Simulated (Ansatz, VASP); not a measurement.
# BP in two plane-wave programs

Wanted: the spread between two codes on one cell, functional and k mesh. The cell is taken from a series of VASP runs on this material, whose earlier steps may have relaxed, scaled or displaced it; both programs get it as it stands.

Calculated with Ansatz 0.2.0; plane waves, with VASP 6.6.1 beside it; relaxation of cell and atoms at LDA and relaxation of cell and atoms at r2SCAN.

**1. Starting point**

Symmetry: F-43m, No. 216, cubic system. The conventional cell has a = 4.490 Å, b = 4.490 Å, c = 4.490 Å, α = 90.00°, β = 90.00°, γ = 90.00°. P has 4 B at 1.94 Å nearest. Nearest to B lie 4 P at 1.94 Å. Farther neighbours are not listed.

**2. VASP: relaxation of cell and atoms, LDA**

The relaxed volume is the usual yardstick between codes: its relative difference is about their pressure difference at one cell divided by the bulk modulus.

Lines of VASP's logs that name or quote its potential files are left out, and so is its time.

INCAR

```
SYSTEM = BP
PREC = Accurate
ENCUT = 500
EDIFF = 1E-07
NELM = 100
ISMEAR = 0
SIGMA = 0.03
LREAL = .FALSE.
ALGO = Normal
GGA = CA
NBANDS = 10
LORBIT = 11
LWAVE = .FALSE.
LCHARG = .FALSE.
KPAR = 4
IBRION = 2
NSW = 50
ISIF = 3
EDIFFG = -0.002
```

POSCAR

```
BP
1.0
    0.0000000000      2.2448408687      2.2448408687
    2.2448408687      0.0000000000      2.2448408687
    2.2448408687      2.2448408687      0.0000000000
P B
1 1
Direct
    0.7500000000      0.7500000000      0.7500000000
    0.0000000000      0.0000000000      0.0000000000
```

KPOINTS

```
Automatic mesh
0
Gamma
8 8 8
0 0 0
```

PAW data sets: P and B (LDA family, release 64).

Launch:

```
$ mpirun -np 4 vasp_std
```

Numbers of over 12 decimals in the logs are rounded to 6 here.

The log of the run:

```text
[banner, memory and clock lines left out]
running    4 mpi-ranks, on    1 nodes
 distrk:  each k-point on    1 cores,    4 groups
 distr:  one band on    1 cores,    1 groups

 POSCAR found type information on POSCAR P B
 POSCAR found :  2 types and       2 ions
 LDA part: xc-table for (Slater(with rela. corr.)+CA(PZ))
 , standard interpolation
 POSCAR, INCAR and KPOINTS ok, starting setup
 FFT: planning ... GRIDC
 FFT: planning ... GRID_SOFT
 FFT: planning ... GRID
 WAVECAR not read
 entering main loop
       N       E                     dE             d eps       ncg     rms          rms(c)
DAV:   1     0.690990367186E+01    0.69099E+01   -0.38667E+03   580   0.695E+02
DAV:   2    -0.147786825583E+02   -0.21689E+02   -0.20562E+02   804   0.110E+02
DAV:   3    -0.152972852690E+02   -0.51860E+00   -0.51699E+00   708   0.157E+01
DAV:   4    -0.152994462081E+02   -0.21609E-02   -0.21605E-02   740   0.111E+00
DAV:   5    -0.152994544252E+02   -0.82171E-05   -0.82168E-05   676   0.639E-02    0.769E+00
DAV:   6    -0.145333460629E+02    0.76611E+00   -0.17788E+00   644   0.626E+00    0.407E+00
DAV:   7    -0.144101480403E+02    0.12320E+00   -0.29455E-01   732   0.291E+00    0.131E+00
DAV:   8    -0.143970636694E+02    0.13084E-01   -0.35428E-02   690   0.105E+00    0.244E-01
DAV:   9    -0.143970929695E+02   -0.29300E-04   -0.74345E-04   654   0.206E-01    0.160E-01
DAV:  10    -0.143970898845E+02    0.30850E-05   -0.13824E-04   650   0.712E-02    0.337E-02
DAV:  11    -0.143970917927E+02   -0.19082E-05   -0.66461E-06   732   0.139E-02    0.374E-02
DAV:  12    -0.143970914669E+02    0.32581E-06   -0.18664E-06   672   0.627E-03    0.885E-03
DAV:  13    -0.143970914738E+02   -0.68965E-08   -0.70196E-08   342   0.171E-03
   1 F= -.14397091E+02 E0= -.14397091E+02  d E =-.143971E+02
 curvature:   0.00 expect dE= 0.000E+00 dE for cont linesearch  0.000E+00
 trial: gam= 0.00000 g(F)=  0.387E-48 g(S)=  0.297E-07 ort = 0.000E+00 (trialstep = 0.100E+01)
 search vector abs. value=  0.298E-07
 reached required accuracy - stopping structural energy minimisation
```

OUTCAR, selected parts (step 2):

```text
ion  position               nearest neighbor table
   1  0.750  0.750  0.750-   2 1.94   2 1.94   2 1.94   2 1.94
   2  0.000  0.000  0.000-   1 1.94   1 1.94   1 1.94   1 1.94

  LATTYP: Found a face centered cubic cell.
 ALAT       =     4.4896817374

 Subroutine GETGRP returns: Found 24 space group operations
 (whereof 24 operations were pure point group operations)

The static configuration has the point symmetry T_d .

 Found     29 irreducible k-points:

   k-points           NKPTS =     29   k-points in BZ     NKDIM =     29   number of bands    NBANDS=     10

   dimension x,y,z NGX =    24 NGY =   24 NGZ =   24
   dimension x,y,z NGXF=    48 NGYF=   48 NGZF=   48

   ENCUT  =  500.0 eV  36.75 Ry    6.06 a.u.   5.79  5.79  5.79*2*pi/ulx,y,z

   NELECT =       8.0000    total number of electrons

 k-points in reciprocal lattice and weights: Automatic mesh
   0.00000000  0.00000000  0.00000000       0.002
   0.12500000  0.00000000  0.00000000       0.016
   0.25000000  0.00000000  0.00000000       0.016
   0.37500000  0.00000000  0.00000000       0.016
   0.50000000  0.00000000  0.00000000       0.008
   0.12500000  0.12500000  0.00000000       0.012
   0.25000000  0.12500000  0.00000000       0.047
   0.37500000  0.12500000  0.00000000       0.047
   0.50000000  0.12500000  0.00000000       0.047
[...]
-0.37500000  0.50000000  0.12500000       0.023
  -0.25000000  0.50000000  0.25000000       0.012

 average (electrostatic) potential at core
       1 -81.8930       2 -29.5399

 E-fermi :   7.9877

 k-point     1 :       0.0000    0.0000    0.0000
  band No.  band energies     occupation
      1      -7.8820      2.00000
      2       7.7944      2.00000
      3       7.7944      2.00000
      4       7.7944      2.00000
      5      11.2238      0.00000
      6      11.2238      0.00000
      7      11.2238      0.00000
      8      15.6573      0.00000
      9      19.2792      0.00000
    ...

 k-point     2 :       0.1250    0.0000    0.0000
  band No.  band energies     occupation
      1      -7.5938      2.00000
      2       5.9197      2.00000
      3       7.3564      2.00000
      4       7.3564      2.00000
      5      11.7939      0.00000
      6      11.8286      0.00000
      7      11.8286      0.00000
      8      16.3647      0.00000
      9      19.0945      0.00000
    ...

 k-point     3 :       0.2500    0.0000    0.0000
  band No.  band energies     occupation
      1      -6.7468      2.00000
      2       2.8758      2.00000
      3       6.6556      2.00000
      4       6.6556      2.00000
      5      11.9346      0.00000
      6      12.5963      0.00000
      7      12.5963      0.00000
      8      17.5741      0.00000
      9      18.8196      0.00000
    ...

  Total        0.0006403      0.0006403      0.0006403     -0.0000000      0.0000000     -0.0000000
  in kB        0.0453405      0.0453405      0.0453405     -0.0000000      0.0000000     -0.0000000
  external PRESSURE =       0.0453405 kB  Pullay stress =       0.0000000 kB

  energy-cutoff  :      500.00
  volume of cell :       22.62
      direct lattice vectors                 reciprocal lattice vectors
     0.000000000  2.244840869  2.244840869    -0.222732937  0.222732937  0.222732937
     2.244840869  0.000000000  2.244840869     0.222732937 -0.222732937  0.222732937
     2.244840869  2.244840869  0.000000000     0.222732937  0.222732937 -0.222732937

 POSITION                                       TOTAL-FORCE (eV/Angst)
 -----------------------------------------------------------------------------------
      3.36726      3.36726      3.36726         0.000000      0.000000      0.000000
      0.00000      0.00000      0.00000        -0.000000     -0.000000     -0.000000
 -----------------------------------------------------------------------------------
    total drift:                               -0.000000     -0.000000     -0.000000

  FREE ENERGIE OF THE ION-ELECTRON SYSTEM (eV)
  ---------------------------------------------------
  free  energy   TOTEN  =       -14.3970914738 eV

  energy  without entropy=      -14.3970914738  energy(sigma->0) =      -14.39709147

 reached required accuracy - stopping structural energy minimisation

 total charge
# of ion       s       p       d       tot
------------------------------------------
    1        0.994   1.603   0.000   2.597
    2        0.668   1.321   0.000   1.989
--------------------------------------------------
tot          1.662   2.924   0.000   4.586

[... 3 further parts left out ...]
```

CONTCAR:

```
BP
   1.00000000000000
     0.0000000000000000    2.2448408686999999    2.2448408686999999
     2.2448408686999999    0.0000000000000000    2.2448408686999999
     2.2448408686999999    2.2448408686999999    0.0000000000000000
  P               B
     1     1
Direct
     0.7500000000000000    0.7500000000000000    0.7500000000000000
     0.0000000000000000    0.0000000000000000    0.0000000000000000
```

**3. Ansatz: relaxation of cell and atoms, LDA**

Ansatz runs on its default PAW (the set named soft_2) files.

The same cell, functional (in two slightly different forms), mesh and smearing now go to Ansatz, which takes its cutoff from its data sets.

input.yaml

```yaml
crystal:
  lattice:
    - [0.0, 2.2448408687, 2.2448408687]
    - [2.2448408687, 0.0, 2.2448408687]
    - [2.2448408687, 2.2448408687, 0.0]
  atoms:
    - { symbol: P, position: [0.75, 0.75, 0.75] }
    - { symbol: B, position: [0.0, 0.0, 0.0] }
hamiltonian:
  xc: lda
  pseudopotentials: { kind: paw }
kpoints:
  mp_grid: { grid: [8, 8, 8] }
scf:
  occupations: { method: gaussian, width: 0.03 }
relax:
  f_tol: 0.01
  max_steps: 60
  cell: { stress_tol: 0.05 }
output:
  forces: true
  stress: true
```

Launch:

```
$ ansatz run input.yaml --threads 4 --pin off --max-ram 9216MiB --backend cpu --events-out ev --progress --plain --runs-dir out
```

The log of the run:

```text
Engine: ansatz 0.2.0, aarch64-unknown-linux-gnu
Pseudopotentials: kind: paw
Pseudopotential: P, paw, valence charge 5, recommended cutoff 420 eV (normal), P.paw.azcp
Pseudopotential: B, paw, valence charge 3, recommended cutoff 420 eV (normal), B.paw.azcp
Functional definition: SPW92
  exchange = slater_x
  correlation = pw_c
Crystal: 2 atoms, lattice volume = 22.625 Å³
Basis set: ecut = 420 eV, 459 PW (Γ)
Bands: 8, of which v1, the nominal top of the filled ones, is band 4 counted from 1 (3 counted from 0)
Symmetry: 24 space group operations
Space group: F-43m (ITA 216), of the structure as read, at distance tolerance 2.8e-5 Å
k-points: 29 of 512 (time reversal used)
Non-local potential: P, projectors of the file, l = 0: 2, l = 1: 2, l = 2: 2
Non-local potential: B, projectors of the file, l = 0: 2, l = 1: 2, l = 2: 1
PAW form: soft (Blöchl's): semilocal exchange-correlation on the pseudo side does not see the compensation charge
PAW frozen core: P, regenerated for the run's functional, and the local potential with it (the file was generated under x = pbe(κ = 0.804, μ = 0.219515), c = pbe(β = 0.066725))
PAW frozen core: B, regenerated for the run's functional, and the local potential with it (the file was generated under x = pbe(κ = 0.804, μ = 0.219515), c = pbe(β = 0.066725))
PAW one-centre angular grid: P, 110 points (default); XC on 64 Gauss nodes
PAW one-centre angular grid: B, 110 points (default); XC on 64 Gauss nodes
Initial density: superposition of atomic densities (neutral atoms: chi_scale 0, normalization atom), corrected by the library's trained network
Initial wavefunctions: pseudopotential atomic-orbital guess
Functional: x = slater, c = lda
SCF iter   1: F=—  HF=-876.636714 eV  |F-HF|=—  |Δ(HF+E_count)|=         —  Δρ=5.33e-3  dr2=4.93e-3  ethr=1.77e-3  ⟨swp⟩=6.3  Hψ=2157  notcnv=0
preconditioner: auto → none  [insulator: Δε(μ)=1.174 eV  Ē_g=12.947 eV  σ=0.030 eV  W_gap=1.00  n_scr=0 (ndim 8)  ℏωp=22.1 eV  f_vac=0.000  D(μ)=0.00/eV (n_scr^D=0)  ε∞_Penn≈3.9]
SCF iter   2: F=—  HF=-876.635850 eV  |F-HF|=—  |Δ(HF+E_count)|=   8.64e-4  Δρ=2.37e-3  dr2=7.70e-4  ethr=6.16e-5  ⟨swp⟩=2.5  Hψ=628  notcnv=0
SCF iter   3: F=—  HF=-876.635680 eV  |F-HF|=—  |Δ(HF+E_count)|=   1.70e-4  Δρ=1.05e-3  dr2=1.17e-4  ethr=9.62e-6  ⟨swp⟩=2.2  Hψ=328  notcnv=0
SCF iter   4: F=—  HF=-876.635666 eV  |F-HF|=—  |Δ(HF+E_count)|=   1.40e-5  Δρ=4.66e-4  dr2=2.45e-5  ethr=1.46e-6  ⟨swp⟩=1.0  Hψ=232  notcnv=0
SCF iter   5: F=—  HF=-876.635661 eV  |F-HF|=—  |Δ(HF+E_count)|=   4.85e-6  Δρ=1.08e-4  dr2=1.67e-6  ethr=3.07e-7  ⟨swp⟩=1.0  Hψ=232  notcnv=0
SCF iter   6: F=-876.635661 eV  HF=-876.635661 eV  |F-HF|=3.80e-8  |Δ(HF+E_count)|=   2.97e-7  Δρ=1.53e-5  dr2=5.62e-8  ethr=1.25e-9  ⟨swp⟩=3.1  Hψ=914  notcnv=0
SCF 1 converged in 6 iterations: F = -876.635661 eV  dr2 = 5.62e-8
  greatest PAW one-centre occupation: 0.772 electrons in one spin orbital (limit 2), on the P atom at site 0 (counted from 0), in its partial waves of l = 0
relax step   1: F+E_penalty+E_count = -876.63566070 eV  Δ(F+E_penalty+E_count) = +0.000e0 eV  max|allowed force component| = 3.238e-16 eV/Å  Δτ_max = 0.0000 Å  P = +0.111 GPa  Ω = 22.625 Å³  (6 SCF iters, dr2 threshold 1.00e-7 eV, accepted)
[...]
relax step   2: F+E_penalty+E_count = -876.63565607 eV  Δ(F+E_penalty+E_count) = +4.629e-6 eV  max|allowed force component| = 1.203e-16 eV/Å  Δτ_max = 0.0000 Å  P = +0.050 GPa  Ω = 22.633 Å³  energy of the carried Pulay correction = -8.474e-6 eV  (3 SCF iters, dr2 threshold 3.09e-8 eV, accepted)
[...]
relax step   3: F+E_penalty+E_count = -876.63565012 eV  Δ(F+E_penalty+E_count) = +5.951e-6 eV  max|allowed force component| = 1.943e-16 eV/Å  Δτ_max = 0.0000 Å  P = +0.001 GPa  Ω = 22.639 Å³  energy of the carried Pulay correction = -1.540e-5 eV  (3 SCF iters, dr2 threshold 6.26e-9 eV, accepted)
[...]
relax step   4: F+E_penalty+E_count = -876.63569507 eV  Δ(F+E_penalty+E_count) = -4.495e-5 eV  max|allowed force component| = 1.943e-16 eV/Å  Δτ_max = 0.0000 Å  P = +0.001 GPa  Ω = 22.639 Å³  stress off target by 1.44e-3 GPa  SCF on the basis re-selected at this cell (its energy is not comparable with the rows above)  (5 SCF iters)
basis re-selected at this cell: Δ(F+E_penalty+E_count) = -4.495e-5 eV, ΔP = +0.001 GPa vs the last step (what re-selecting the basis moved, of the pressure what is left beyond the Pulay correction that the steps carried, after the strain that the cell walked since its last selection, with what the two solves' SCF thresholds leave and, on support functions, any second-order correction that the steps lacked; it is no m [...]
SCF converged after 5 iterations
Free energy (F): -876.635695 eV
Harris-Foulkes:  -876.635695 eV  (|F-HF|=9.09e-13)
Internal energy: -876.635695 eV  (E = F + TS)
E sigma→0 (E₀):  -876.635695 eV
Fermi energy:    10.080190 eV
--- Per-component energies (eV) ---
  E_band       = 23.236459
  E_kinetic    = 123.647280
  E_local      = -67.917124  (includes V_loc(G=0)·N_el)
  E_nonlocal   = 47.112696
  E_hartree    = 16.588776
  E_xc         = -94.957184
  E_vxc        = -101.256637  (∫ρ·V_xc dr)
  E_paw        = -612.768771  (= ΣΔE_a)
  E_vpaw       = -11.527303  (= ΣTr[D̂ρ^β])
  E_aug_tail   = -0.000000  (compensation charges beyond the density's cutoff)
  E_ewald      = -288.504553
  E_core_change = 0.163186  (= ΣΔE_core)
  E_smearing   = -0.000000  (= −TS)
  E_closure    = 0.000000  (closes the sum)
  Σ components = -876.635695   (vs F -876.635695, Δ=0.00e0)
--- Forces (eV/Å), atoms counted from 1 ---
  atom   1  P      0.00000000     0.00000000    -0.00000000
  atom   2  B     -0.00000000    -0.00000000     0.00000000
  max |Σ_I F_I| component: 1.67e-16 eV/Å
--- Stress (GPa, compression-positive) ---
        0.001440      -0.000000      -0.000000
       -0.000000       0.001440       0.000000
       -0.000000       0.000000       0.001440
  P = ⅓ Tr σ = 0.0014 GPa (0.014 kbar)
--- Relaxed structure (3 steps of the walk, 3 accepted, 1 SCFs on fresh bases) ---
  F+E_penalty+E_count = -876.63569507 eV   max|allowed force component| = 1.943e-16 eV/Å   (the final SCF, on the basis selected at the relaxed cell)
  cell:  # Å, volume = 22.6389 Å³
    - [0, 2.245303, 2.245303]
    - [2.245303, 0, 2.245303]
    - [2.245303, 2.245303, 0]
  atoms:
    - { symbol: P, position: [0.75, 0.75, 0.75] }
    - { symbol: B, position: [0, 0, 0] }
```

Run time: 0.72 s. Hardware: 4 threads of Arm Neoverse V2, shared host; peak memory 0.27 GiB; 2.1 s of CPU time.

**4. Differences**

Known differences besides the potentials themselves: the two LDA forms differ slightly; both relaxations stop at a tolerance, which leaves soft axes loose, and VASP keeps its plane-wave basis; the cutoff is 420 eV in Ansatz and 500 eV in VASP; VASP's log shows a relativistic correction to its local exchange, Ansatz's none; Ansatz adds a Pulay correction to the stress that steers its cell, VASP none. Total energies have different zeros and are not compared.

Compared:

```tsv
quantity	Ansatz	VASP	difference
volume (Å³)	22.64	22.62	+0.06 %
edge a after relaxation, in the typed setting (Å)	3.175	3.175	+0.02 %
```

The walks stopped with 0.00 GPa left in Ansatz and 0.00 GPa in VASP; each walk ends within a tolerance, so the volume difference is uncertain by about these residues over the bulk modulus, most in soft cells.

(Part 1 of 2 ends here.)

[Lines on the potential files, build, host, timing and source positions are cut from VASP's logs without a mark.]

[Logs are printed without paths, hosts, clocks, repeated set-up lines and the standing remarks that a program may print on its own settings, such as how far it seeks lower states.]

[Hosts, paths, dates, database ids (printed as entryN), source tags and the programs' standing remarks are cut or masked in the printed files.]
